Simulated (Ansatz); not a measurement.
# Al (Fm-3m) in Ansatz: further runs

Runs on Al. Level: LDA. Tasks: single point, equation of state.

Program: Ansatz 0.2.0. These are calculated values, not measurements. Logs are shortened: lines on timing, memory, paths and dates and some standing lists are left out, and cuts for length are marked.

**The experiment to reproduce.**

“The interpretation of polycrystalline coherent inelastic neutron scattering from aluminium”, 2013, pmc:3831299 quotes, for a bulk crystal of Al: bulk modulus 76.9 GPa.

How close the calculation comes is told below.

**1. The structure**

The structure is cubic, space group Fm-3m (No. 225). The conventional cell has a = 4.050 Å, b = 4.050 Å, c = 4.050 Å, α = 90.00°, β = 90.00°, γ = 90.00°. Al (site symmetry m-3m) is surrounded by 12 Al at 2.86 Å.

**2. Single point, LDA, 15.61 Å³/atom (volume scaled by 0.94)**

File input.yaml:

```yaml
crystal:
  lattice:
    - [0.0, 1.9834708509, 1.9834708509]
    - [1.9834708509, 0.0, 1.9834708509]
    - [1.9834708509, 1.9834708509, 0.0]
  atoms:
    - { symbol: Al, position: [0.0, 0.0, 0.0] }
hamiltonian:
  xc: lda
  pseudopotentials: { kind: paw }
kpoints:
  mp_grid: { grid: [11, 11, 11] }
scf:
  occupations: { method: fermi_dirac, width: 0.05 }
output:
  forces: true
  stress: true
  eigenvalues: true
```

Potentials or basis: Ansatz PAW.

Run with:

```sh
$ ansatz run input.yaml --threads 2 --pin off --max-ram 5120MiB --backend cpu --events-out ev --progress --plain --runs-dir out
```

The log of the run:

```text
Warning: RAYON_NUM_THREADS=2 ignored (pool sized by the plan → 2); use --threads N
Engine: ansatz 0.2.0, aarch64-unknown-linux-gnu
Pseudopotentials: kind: paw
Pseudopotential: Al, paw, valence charge 3, recommended cutoff 420 eV (normal), Al.paw.azcp
Functional definition: SPW92
  exchange = slater_x
  correlation = pw_c
Crystal: 1 atoms, lattice volume = 15.607 Å³
Basis set: ecut = 420 eV, 307 PW (Γ)
Bands: 6, of which v1, the nominal top of the filled ones, is band 2 counted from 1 (1 counted from 0)
Symmetry: 48 space group operations
Space group: Fm-3m (ITA 225), of the structure as read, at distance tolerance 2.5e-5 Å
k-points: 56 of 1331
Non-local potential: Al, projectors of the file, l = 0: 2, l = 1: 2, l = 2: 1
PAW form: soft (Blöchl's): semilocal exchange-correlation on the pseudo side does not see the compensation charge
PAW frozen core: Al, regenerated for the run's functional, and the local potential with it (the file was generated under x = pbe(κ = 0.804, μ = 0.2195149727645171), c = pbe(β = 0.06672455060314922))
PAW one-centre angular grid: Al, 110 points (default); XC on 64 Gauss nodes
Initial density: superposition of atomic densities (neutral atoms: chi_scale 0, normalization atom), corrected by the library's trained network
Initial wavefunctions: pseudopotential atomic-orbital guess
Functional: x = slater, c = lda
SCF iter   1: F=—  HF=-512.887496 eV  |F-HF|=—  |Δ(HF+E_count)|=         —  Δρ=3.60e-3  dr2=1.88e-3  ethr=1.77e-3  ⟨swp⟩=4.9  Hψ=3013  notcnv=0
preconditioner: auto → none  [metal: Δε(μ)=0.051 eV  Ē_g=13.606 eV  σ=0.050 eV  W_gap=0.25  n_scr=0 (ndim 8)  ℏωp=16.3 eV  f_vac=0.000  D(μ)=0.53/eV (n_scr^D=0)]
SCF iter   2: F=—  HF=-512.886823 eV  |F-HF|=—  |Δ(HF+E_count)|=   6.73e-4  Δρ=1.64e-3  dr2=3.80e-4  ethr=6.27e-5  ⟨swp⟩=1.0  Hψ=786  notcnv=0  defer=1
SCF iter   3: F=—  HF=-512.886665 eV  |F-HF|=—  |Δ(HF+E_count)|=   1.58e-4  Δρ=4.38e-5  dr2=1.56e-7  ethr=1.27e-5  ⟨swp⟩=2.0  Hψ=387  notcnv=0  defer=1
SCF iter   4: F=—  HF=-512.886665 eV  |F-HF|=—  |Δ(HF+E_count)|=   2.40e-7  Δρ=4.45e-6  dr2=1.94e-9  ethr=5.21e-9  ⟨swp⟩=1.1  Hψ=321  notcnv=0  defer=1
iter 5 did not close the SCF: its close was put off for the readings that it lacked (scf_convergence_deferred on its scf_iter line)
SCF iter   5: F=-512.886665 eV  HF=-512.886665 eV  |F-HF|=0.00e0  |Δ(HF+E_count)|=  1.68e-10  Δρ=9.71e-8  dr2=5.50e-13  ethr=6.46e-11  ⟨swp⟩=1.9  Hψ=377  notcnv=0  defer=1
SCF iter   6: F=-512.886665 eV  HF=-512.886665 eV  |F-HF|=1.14e-13  |Δ(HF+E_count)|=  1.14e-12  Δρ=3.75e-9  dr2=1.03e-15  ethr=1.00e-12  ⟨swp⟩=2.4  Hψ=1148  notcnv=0
SCF 1 converged in 6 iterations: F = -512.886665 eV  dr2 = 1.03e-15
SCF converged after 6 iterations
Free energy (F): -512.886665 eV
Harris-Foulkes:  -512.886665 eV  (|F-HF|=1.14e-13)
Internal energy: -512.882742 eV  (E = F + TS)
E sigma→0 (E₀):  -512.884703 eV
Entropy (-TS):   -0.003924 eV (-3.924 meV/atom)
Fermi energy:    8.325662 eV
--- Per-component energies (eV) ---
  E_band       = 11.284839
  E_kinetic    = 23.681787
  E_local      = 10.131505  (includes V_loc(G=0)·N_el)
  E_nonlocal   = 11.083868
  E_hartree    = 0.108707
  E_xc         = -39.708809
  E_vxc        = -29.765549  (∫ρ·V_xc dr)
  E_paw        = -443.343626  (= ΣΔE_a)
  E_vpaw       = -4.064182  (= ΣTr[D̂ρ^β])
  E_aug_tail   = -0.000004  (compensation charges beyond the density's cutoff)
  E_ewald      = -74.891887
  E_core_change = 0.055717  (= ΣΔE_core)
  E_smearing   = -0.003924  (= −TS)
  E_closure    = 0.000000  (closes the sum)
  Σ components = -512.886665   (vs F -512.886665, Δ=0.00e0)
--- Forces (eV/Å), atoms counted from 1 ---
  atom   1  Al    -0.00000000    -0.00000000     0.00000000
  max |Σ_I F_I| component: 3.49e-32 eV/Å
--- Stress (GPa, compression-positive) ---
        1.233243       0.000000       0.000000
        0.000000       1.233243       0.000000
        0.000000       0.000000       1.233243
  P = ⅓ Tr σ = 1.2332 GPa (12.332 kbar)
--- Band table (eV; the first three rows and the last of 56) ---
  k-point 0: bands = ["-3.1597", "21.0813", "21.0813", "21.0813", "22.9626", "22.9626"]
  k-point 1: bands = ["-2.9273", "18.2339", "20.5264", "20.5264", "23.5847", "23.8624"]
  k-point 2: bands = ["-2.2326", "14.5166", "19.8302", "19.8302", "23.3465", "24.5881"]
  k-point 55: bands = ["6.8692", "7.1290", "8.6260", "10.6399", "22.6011", "25.5598"]
```

Run time: 0.35 s. Hardware: 2 threads of Arm Neoverse V1, shared host; peak memory 0.24 GiB.

What came out:

| Item | Value |
| --- | --- |
| Free energy | -512.8867 eV |
| Pressure | 1.2 GPa |
| Band gap on the k mesh | none (metal or under the smearing width) |

Caveat: the PAW data sets come from PBE, with cores solved anew for the run's functional, which leaves a small shift of forces and pressure.

**3. Single point, LDA, 15.94 Å³/atom (volume scaled by 0.96)**

File input.yaml:

```yaml
crystal:
  lattice:
    - [0.0, 1.9974394157, 1.9974394157]
    - [1.9974394157, 0.0, 1.9974394157]
    - [1.9974394157, 1.9974394157, 0.0]
  atoms:
    - { symbol: Al, position: [0.0, 0.0, 0.0] }
hamiltonian:
  xc: lda
  pseudopotentials: { kind: paw }
kpoints:
  mp_grid: { grid: [11, 11, 11] }
scf:
  occupations: { method: fermi_dirac, width: 0.05 }
output:
  forces: true
  stress: true
  eigenvalues: true
  write_density: true
  write_potential: true
  elf: true
  volumetric_format: npy
```

Potentials or basis: Ansatz PAW.

Run with:

```sh
$ ansatz run input.yaml --threads 2 --pin off --max-ram 5120MiB --backend cpu --events-out ev --progress --plain --runs-dir out
```

Run time: 0.44 s. Hardware: 2 threads of Arm Neoverse V1, shared host; peak memory 0.24 GiB.

The run converged. Its results:

* Free energy: -512.8873 eV
* Pressure: -0.6 GPa
* Band gap on the k mesh: none (metal or under the smearing width)

Caveat: the PAW data sets come from PBE, with cores solved anew for the run's functional, which leaves a small shift of forces and pressure.

**4. Single point, LDA, 16.27 Å³/atom (volume scaled by 0.98)**

File input.yaml:

```yaml
crystal:
  lattice:
    - [0.0, 2.0112152952, 2.0112152952]
    - [2.0112152952, 0.0, 2.0112152952]
    - [2.0112152952, 2.0112152952, 0.0]
  atoms:
    - { symbol: Al, position: [0.0, 0.0, 0.0] }
hamiltonian:
  xc: lda
  pseudopotentials: { kind: paw }
kpoints:
  mp_grid: { grid: [11, 11, 11] }
scf:
  occupations: { method: fermi_dirac, width: 0.05 }
output:
  forces: true
  stress: true
  eigenvalues: true
```

Run with:

```sh
$ ansatz run input.yaml --threads 2 --pin off --max-ram 5120MiB --backend cpu --events-out ev --progress --plain --runs-dir out
```

It took 0.34 s on 2 threads of Arm Neoverse V1, shared host; peak memory 0.24 GiB.

Results (log left out):

```yaml
Free_energy: -512.8844 eV
Pressure: -2.2 GPa
Band_gap_on_the_k_mesh: none (metal or under the smearing width)
```

Caveat: the PAW data sets come from PBE, with cores solved anew for the run's functional, which leaves a small shift of forces and pressure.

**5. Single point, LDA, 16.60 Å³/atom**

Edit input.yaml of step 4 so:

```diff
@@ -2,5 +2,5 @@
   lattice:
-    - [0.0, 2.0112152952, 2.0112152952]
-    - [2.0112152952, 0.0, 2.0112152952]
-    - [2.0112152952, 2.0112152952, 0.0]
+    - [0.0, 2.024805, 2.024805]
+    - [2.024805, 0.0, 2.024805]
+    - [2.024805, 2.024805, 0.0]
   atoms:
```

Run with:

```sh
$ ansatz run input.yaml --threads 2 --pin off --max-ram 5120MiB --backend cpu --events-out ev --progress --plain --runs-dir out
```

Wall time 0.35 s (2 threads of Arm Neoverse V1, shared host); peak memory 0.24 GiB.

It converged, with:

- Free energy: -512.8783 eV
- Pressure: -3.7 GPa
- Band gap on the k mesh: none (metal or under the smearing width)

Caveat: the PAW data sets come from PBE, with cores solved anew for the run's functional, which leaves a small shift of forces and pressure.

**6. Single point, LDA, 16.93 Å³/atom (volume scaled by 1.02)**

Edit input.yaml of step 5 so:

```diff
@@ -2,5 +2,5 @@
   lattice:
-    - [0.0, 2.024805, 2.024805]
-    - [2.024805, 0.0, 2.024805]
-    - [2.024805, 2.024805, 0.0]
+    - [0.0, 2.0382146954, 2.0382146954]
+    - [2.0382146954, 0.0, 2.0382146954]
+    - [2.0382146954, 2.0382146954, 0.0]
   atoms:
```

Potentials or basis: Ansatz PAW.

Run with:

```sh
$ ansatz run input.yaml --threads 2 --pin off --max-ram 5120MiB --backend cpu --events-out ev --progress --plain --runs-dir out
```

It took 0.34 s on 2 threads of Arm Neoverse V1, shared host; peak memory 0.24 GiB.

Results (log left out):

* Free energy: -512.8693 eV
* Pressure: -4.9 GPa
* Band gap on the k mesh: none (metal or under the smearing width)

Caveat: the PAW data sets come from PBE, with cores solved anew for the run's functional, which leaves a small shift of forces and pressure.

**7. Single point, LDA, 17.27 Å³/atom (volume scaled by 1.04)**

Edit input.yaml of step 6 so:

```diff
@@ -2,5 +2,5 @@
   lattice:
-    - [0.0, 2.0382146954, 2.0382146954]
-    - [2.0382146954, 0.0, 2.0382146954]
-    - [2.0382146954, 2.0382146954, 0.0]
+    - [0.0, 2.0514502267, 2.0514502267]
+    - [2.0514502267, 0.0, 2.0514502267]
+    - [2.0514502267, 2.0514502267, 0.0]
   atoms:
```

Run with:

```sh
$ ansatz run input.yaml --threads 2 --pin off --max-ram 5120MiB --backend cpu --events-out ev --progress --plain --runs-dir out
```

Wall time 0.34 s (2 threads of Arm Neoverse V1, shared host); peak memory 0.24 GiB.

Results (log left out):

| Item | Value |
| --- | --- |
| Free energy | -512.8579 eV |
| Pressure | -6.1 GPa |
| Band gap on the k mesh | none (metal or under the smearing width) |

Caveat: the PAW data sets come from PBE, with cores solved anew for the run's functional, which leaves a small shift of forces and pressure.

**8. Single point, LDA, 17.60 Å³/atom (volume scaled by 1.06)**

Edit input.yaml of step 7 so:

```diff
@@ -2,5 +2,5 @@
   lattice:
-    - [0.0, 2.0514502267, 2.0514502267]
-    - [2.0514502267, 0.0, 2.0514502267]
-    - [2.0514502267, 2.0514502267, 0.0]
+    - [0.0, 2.0645171409, 2.0645171409]
+    - [2.0645171409, 0.0, 2.0645171409]
+    - [2.0645171409, 2.0645171409, 0.0]
   atoms:
```

Run with:

```sh
$ ansatz run input.yaml --threads 2 --pin off --max-ram 5120MiB --backend cpu --events-out ev --progress --plain --runs-dir out
```

It took 0.35 s on 2 threads of Arm Neoverse V1, shared host; peak memory 0.24 GiB.

The run converged. Its results:

```
Free energy            : -512.8442 eV
Pressure               : -7.1 GPa
Band gap on the k mesh : none (metal or under the smearing width)
```

Caveat: the PAW data sets come from PBE, with cores solved anew for the run's functional, which leaves a small shift of forces and pressure.

**9. Equation of state, LDA**

Potentials or basis: Ansatz PAW.

This step only gathers the single runs of the series.

Results:

* Equilibrium volume: 15.83 Å³/atom
* Bulk modulus: 85 GPa
* Pressure derivative of the bulk modulus: 4.6

Energy against volume, from the lowest point:
| volume (Å³/atom) | energy (meV/atom) |
| --- | --- |
| 15.607 | 0.64 |
| 15.939 | 0.00 |
| 16.271 | 2.92 |
| 16.603 | 9.02 |
| 16.935 | 17.97 |
| 17.267 | 29.42 |
| 17.599 | 43.09 |

**10. Against experiment**

Step 9. A measured bulk modulus of Al is 76.9 GPa (quoted in “The interpretation of polycrystalline coherent inelastic neutron scattering from aluminium”, 2013, pmc:3831299); the calculated 85 GPa misses it by +11.1 %. The fit is for a static lattice scaled at fixed shape and fixed fractional positions. The cell as given is a measured one (16.60 Å³/atom); LDA puts the equilibrium volume -4.7 % from it, thermal expansion not counted.
